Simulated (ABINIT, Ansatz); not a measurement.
# BP (F-43m): a worked LO-TO splitting

How high does the longitudinal optical mode of BP (F-43m) lie, given the transverse one, the Born charge and ε∞?

Method: DFT LDA, scalar-relativistic, plane waves, PseudoDojo norm-conserving pseudopotentials, in ABINIT 10.8.3.

### 1. The relaxed structure

The structure is cubic, space group F-43m (No. 216). Conventional cell: a = 4.487 Å, b = 4.487 Å, c = 4.487 Å, α = 90.00°, β = 90.00°, γ = 90.00°. Nearest to B lie 4 P at 1.94 Å. P has 4 B at 1.94 Å nearest. Farther neighbours are not listed.

This is the cell after its relaxation at this level of theory, not the database cell from which that began.

### 2. What the response run gave

A linear-response run on the relaxed cell, with the response to an electric field; only its zone-centre results are used. Cutoff 42 Ha, k mesh 8×8×8 with shifts.

Numbers of over 12 decimals in the logs are rounded to 6 here.

What it wrote:

```text
[banners, grids, parts of the stress and lines that vanish by symmetry left out]
- input  file    -> dfpt_gamma.abi
- output file    -> dfpt_gamma.abo
- root for input  files -> dfpt_gammai
[...]
DATASET    1 : space group F-4 3 m (#216); Bravais cF (face-center cubic)
[...]
nfft =       46656          nkpt =        1024
[...]
DATASET    2 : space group F-4 3 m (#216); Bravais cF (face-center cubic)
[...]
nfft =       46656          nkpt =        1024
[...]
== DATASET  1 ==================================================================
[...]
cutoff_energies: {ecut:  42.0, pawecutdg:  -1.0, }
[...]
- 15.00000   5.00000  180309                  znucl, zion, pspdat
[...]
Perturbation : derivative vs k along direction   1
[...]
-ETOT  1  -12.674992669748     -1.267E+01 1.811E+00 0.000E+00
 ETOT  2  -12.711876198363     -3.688E-02 1.240E-02 0.000E+00
 ETOT  3  -12.712114229093     -2.380E-04 8.772E-05 0.000E+00
 ETOT  4  -12.712116692467     -2.463E-06 2.017E-06 0.000E+00
 ETOT  5  -12.712116725235     -3.277E-08 3.049E-08 0.000E+00
[...]
At SCF step   13   max residual=  9.99E-21 < tolwfr=  1.00E-20 =>converged.
[...]
Perturbation : derivative vs k along direction   2
[...]
-ETOT  1  -12.674992669602     -1.267E+01 1.811E+00 0.000E+00
[...]
At SCF step   13   max residual=  9.99E-21 < tolwfr=  1.00E-20 =>converged.
[...]
Perturbation : derivative vs k along direction   3
[...]
-ETOT  1  -12.674992669457     -1.267E+01 1.811E+00 0.000E+00
[...]
At SCF step   13   max residual=  9.99E-21 < tolwfr=  1.00E-20 =>converged.
[...]
1        1       2.3912169058   -0.0000000000
     1        2       1.1956084529   -0.0000000000
     1        3       1.1956084529   -0.0000000000
     2        1       1.1956084529   -0.0000000000
     2        2       2.3912169058   -0.0000000000
     2        3       1.1956084529    0.0000000000
     3        1       1.1956084529   -0.0000000000
     3        2       1.1956084529    0.0000000000
     3        3       2.3912169058    0.0000000000
[...]
== DATASET  2 ==================================================================
[...]
cutoff_energies: {ecut:  42.0, pawecutdg:  -1.0, }
[...]
Perturbation : displacement of atom   1   along direction   1
[...]
-ETOT  1   8.157752     -2.238E+02 7.844E-01 2.550E+03
[...]
At SCF step    9       vres2   =  8.02E-12 < tolvrs=  1.00E-10 =>converged.
[...]
At SCF step    8       vres2   =  3.82E-12 < tolvrs=  1.00E-10 =>converged.
[...]
-ETOT  1   1.718183     -4.533E+00 5.676E-01 2.858E+03
[...]
ETOT  7   1.135549     -7.686E-11 1.336E-11 1.104E-09
 ETOT  8   1.135549     -7.887E-13 3.638E-13 3.771E-12
 At SCF step    8       vres2   =  3.77E-12 < tolvrs=  1.00E-10 =>converged.
[...]
Dielectric tensor, in cartesian coordinates,
[...]
1    4   1    4         9.1351439032        -0.0000000000
   1    4   2    4        -0.0000000000        -0.0000000000
   1    4   3    4        -0.0000000000        -0.0000000000
   2    4   1    4        -0.0000000000        -0.0000000000
   2    4   2    4         9.1351439032        -0.0000000000
   2    4   3    4        -0.0000000000        -0.0000000000
   3    4   1    4        -0.0000000000        -0.0000000000
   3    4   2    4        -0.0000000000        -0.0000000000
   3    4   3    4         9.1351439032        -0.0000000000
  Effective charges, in cartesian coordinates,
[...]
1    1   1    4        -0.6431159629         0.0000000000
   2    1   1    4        -0.0000000000         0.0000000000
   3    1   1    4         0.0000000000         0.0000000000
   1    2   1    4         0.6432471877         0.0000000000
   2    2   1    4         0.0000000000         0.0000000000
[...]
Effective charges, in cartesian coordinates,
[...]
Rigid-atom elastic tensor , in cartesian coordinates,
[...]
Rigid-atom proper piezoelectric tensor, in cartesian coordinates,
[...]
2    4   2    6         0.0013346482         0.0000000000
   2    4   3    6         0.0000000000         0.0000000000
   3    4   1    5         0.0000000000         0.0000000000
   3    4   2    5         0.0000000000         0.0000000000
   3    4   3    5         0.0000000000         0.0000000000
   3    4   1    6         0.0000000000         0.0000000000
   3    4   2    6         0.0000000000         0.0000000000
   3    4   3    6         0.0013346482         0.0000000000
  Phonon wavevector (reduced coordinates) :  0.00000  0.00000  0.00000
 Phonon energies in Hartree :
[...]
Phonon frequencies in cm-1    :
-  1.913843E-01  1.913846E-01  1.913853E-01  8.210592E+02  8.210592E+02
-  8.210592E+02
  Phonon at Gamma, with non-analyticity in the
[...]
Phonon energies in Hartree :
[...]
Phonon frequencies in cm-1    :
-  1.913843E-01  1.913846E-01  1.916372E-01  8.210592E+02  8.210592E+02
-  8.285209E+02
  Phonon at Gamma, with non-analyticity in the
[...]
Phonon energies in Hartree :
[...]
Phonon frequencies in cm-1    :
-  1.913843E-01  1.913853E-01  1.916365E-01  8.210592E+02  8.210592E+02
-  8.285209E+02
  Phonon at Gamma, with non-analyticity in the
[...]
Phonon energies in Hartree :
[...]
Phonon frequencies in cm-1    :
-  1.913846E-01  1.913853E-01  1.916362E-01  8.210592E+02  8.210592E+02
-  8.285209E+02
[...]
fcart2     0.0000000000E+00  0.0000000000E+00  0.0000000000E+00
           strten2     0.0000000000E+00  0.0000000000E+00  0.0000000000E+00
================================================================================
```

```tsv
quantity	value
cell volume Ω (Å³)	22.588
mass of B (u)	10.810
mass of P (u)	30.974
Born charge of B, raw (e)	-0.643
Born charge of P, raw (e)	0.643
ε∞	9.135
ω(TO) after the sum rule (cm⁻¹)	821.1
```

### 3. The calculation

The charges must sum to zero over the cell; taking off their mean, 0.000 e, leaves Z* = -0.643 e on B. In the polar mode B moves against P, so the reduced mass is μ = 10.81 × 30.97 / 41.78 = 8.013 u.

A longitudinal wave builds up a field that adds to the restoring force: ω(LO)² = ω(TO)² + 4π Z*² / (μ Ω ε∞), in Hartree atomic units. With μ = 14607 electron masses and Ω = 152.43 bohr³ the second term is 2.5555e-07 Ha², or 12310 cm⁻² (1 Ha = 219474.6 cm⁻¹).

So ω(LO) = √(674140 + 12310) = 828.5 cm⁻¹, and by the Lyddane-Sachs-Teller relation ε₀ = ε∞ (ω(LO)/ω(TO))² = 9.30.

### 4. Check against the program

The analysis program adds the same non-analytic term to the full matrix.

What it wrote:

```text
[banners, grids, parts of the stress and lines that vanish by symmetry left out]
-outvars_anaddb: echo values of input variables ----------------------

 Flags :
[...]
Dielectric Tensor and Effective Charges
[...]
Effective charge tensors after
[...]
Phonon wavevector (reduced coordinates) :  0.00000  0.00000  0.00000
 Phonon energies in Hartree :
[...]
Phonon energies in meV     :
-  0.000000E+00  0.000000E+00  0.000000E+00  1.017984E+02  1.017984E+02
-  1.017984E+02
 Phonon frequencies in cm-1    :
-  0.000000E+00  0.000000E+00  0.000000E+00  8.210591E+02  8.210591E+02
-  8.210591E+02
 Phonon frequencies in Thz     :
-  0.000000E+00  0.000000E+00  0.000000E+00  2.461473E+01  2.461473E+01
-  2.461473E+01
 Phonon energies in Kelvin  :
-  0.000000E+00  0.000000E+00  0.000000E+00  1.181321E+03  1.181321E+03
-  1.181321E+03
[...]
-  1  0.00000000E+00  6.51449675E-07 -3.62335573E-03
-     0.00000000E+00  0.00000000E+00  0.00000000E+00
-  2  0.00000000E+00  6.51449679E-07 -3.62335575E-03
-     0.00000000E+00  0.00000000E+00  0.00000000E+00
[...]
-  1  0.00000000E+00 -3.62335573E-03 -6.51449676E-07
-     0.00000000E+00  0.00000000E+00  0.00000000E+00
-  2  0.00000000E+00 -3.62335575E-03 -6.51449679E-07
-     0.00000000E+00  0.00000000E+00  0.00000000E+00
[...]
-  1  3.62335578E-03  0.00000000E+00  0.00000000E+00
-     0.00000000E+00  0.00000000E+00  0.00000000E+00
-  2  3.62335580E-03  0.00000000E+00  0.00000000E+00
-     0.00000000E+00  0.00000000E+00  0.00000000E+00
[...]
-  1  0.00000000E+00  0.00000000E+00  6.13302914E-03
-     0.00000000E+00  0.00000000E+00  0.00000000E+00
-  2  0.00000000E+00  0.00000000E+00 -2.14065626E-03
-     0.00000000E+00  0.00000000E+00  0.00000000E+00
[...]
-  1  0.00000000E+00 -6.13302914E-03  0.00000000E+00
-     0.00000000E+00  0.00000000E+00  0.00000000E+00
-  2  0.00000000E+00  2.14065626E-03  0.00000000E+00
-     0.00000000E+00  0.00000000E+00  0.00000000E+00
[...]
-  1  6.13302914E-03  0.00000000E+00  0.00000000E+00
-     0.00000000E+00  0.00000000E+00  0.00000000E+00
-  2 -2.14065626E-03  0.00000000E+00  0.00000000E+00
-     0.00000000E+00  0.00000000E+00  0.00000000E+00
[...]
-     1         -0.000000     0.000000    -0.000000     0.000000
-     2          0.000000    -0.000000    -0.000000     0.000000
-     3          0.000000     0.000000     0.000000     0.000000
-     4         -0.000000    -0.000000    -0.819209     0.819209
-     5         -0.000013     0.819209    -0.000000     0.819209
-     6         -0.819209    -0.000013     0.000000     0.819209
[...]
-   1     Real    0.0000E+00  0.0000E+00  0.0000E+00  0.0000E+00  0.0000E+00  0.0000E+00  0.0000E+00
[...]
-  1  0.00000000E+00  6.48578868E-07 -3.62335573E-03
-     0.00000000E+00  0.00000000E+00  0.00000000E+00
-  2  0.00000000E+00  6.48578871E-07 -3.62335575E-03
-     0.00000000E+00  0.00000000E+00  0.00000000E+00
[...]
Phonon at Gamma, with non-analyticity in the
[...]
Phonon energies in Hartree :
[...]
Phonon energies in meV     :
-  0.000000E+00  0.000000E+00  0.000000E+00  1.017984E+02  1.017984E+02
-  1.027236E+02
 Phonon frequencies in cm-1    :
-  0.000000E+00  0.000000E+00  0.000000E+00  8.210591E+02  8.210591E+02
-  8.285216E+02
 Phonon frequencies in Thz     :
-  0.000000E+00  0.000000E+00  0.000000E+00  2.461473E+01  2.461473E+01
-  2.483845E+01
 Phonon energies in Kelvin  :
-  0.000000E+00  0.000000E+00  0.000000E+00  1.181321E+03  1.181321E+03
-  1.192058E+03
[...]
Phonon at Gamma, with non-analyticity in the
[...]
Phonon energies in Hartree :
[...]
Phonon energies in meV     :
-  0.000000E+00  0.000000E+00  0.000000E+00  1.017984E+02  1.017984E+02
-  1.027236E+02
 Phonon frequencies in cm-1    :
-  0.000000E+00  0.000000E+00  0.000000E+00  8.210591E+02  8.210591E+02
-  8.285216E+02
 Phonon frequencies in Thz     :
-  0.000000E+00  0.000000E+00  0.000000E+00  2.461473E+01  2.461473E+01
-  2.483845E+01
 Phonon energies in Kelvin  :
-  0.000000E+00  0.000000E+00  0.000000E+00  1.181321E+03  1.181321E+03
-  1.192058E+03
[...]
-  1  0.00000000E+00 -3.62335562E-03  1.09645821E-06
-     0.00000000E+00  0.00000000E+00  0.00000000E+00
-  2  0.00000000E+00 -3.62335564E-03  1.09645833E-06
-     0.00000000E+00  0.00000000E+00  0.00000000E+00
[...]
-  1  3.62335579E-03  0.00000000E+00  0.00000000E+00
-     0.00000000E+00  0.00000000E+00  0.00000000E+00
-  2  3.62335581E-03  0.00000000E+00  0.00000000E+00
-     0.00000000E+00  0.00000000E+00  0.00000000E+00
[...]
-  1  1.15149602E-03  3.64474555E-03 -4.79624157E-03
-     0.00000000E+00  0.00000000E+00  0.00000000E+00
-  2 -4.01915123E-04 -1.27215234E-03  1.67406747E-03
-     0.00000000E+00  0.00000000E+00  0.00000000E+00
[...]
-  1  4.87340619E-03 -3.43392790E-03 -1.43947829E-03
-     0.00000000E+00  0.00000000E+00  0.00000000E+00
-  2 -1.70100080E-03  1.19856911E-03  5.02431694E-04
-     0.00000000E+00  0.00000000E+00  0.00000000E+00
[...]
Direction                     Dielectric constant
[...]
Elastic Tensor (clamped ion) (unit:10^2GP):
[...]
Elastic Tensor (relaxed ion) (unit:10^2GP):
[...]
Calculation of the tensor related to piezoelectric effetc
[...]
Proper piezoelectric constants (clamped ion) (unit:c/m^2)
[...]
Proper piezoelectric constants (relaxed ion) (unit:c/m^2)
[...]
0.00000000     -0.11058038     -0.00000000
     -0.00000000      0.00000000     -0.11058038
-
```

```tsv
quantity	by hand	program
ω(LO) (cm⁻¹)	828.5	828.5
ε₀	9.30	9.30
```

### 5. Summary of results

| Property | Result |
| --- | --- |
| TO mode | 821.1 cm⁻¹ |
| LO mode | 828.5 cm⁻¹ |
| static dielectric constant | 9.302 |

In words: The LO mode of BP (F-43m) lies at 829 cm⁻¹, 7 cm⁻¹ above the TO mode; the formula meets the program within 0.1 cm⁻¹, as it must for a cubic crystal with one polar mode. ω(LO)² − ω(TO)² goes with Z*²/ε∞: an error of 5 % in ε∞ would move the LO mode by 0.4 cm⁻¹, and semilocal functionals tend to overestimate ε∞. These are harmonic values at zero temperature, at the volume of this functional, for the structure held cubic; stability elsewhere in the zone is no part of this calculation.

[Host names and launcher messages were left out of these logs when they were recorded.]

[Logs are printed without paths, hosts, clocks, repeated set-up lines and the standing remarks that a program may print on its own settings, such as how far it seeks lower states.]

[Hosts, paths, dates, database ids (printed as entryN), source tags and the programs' standing remarks are cut or masked in the printed files.]
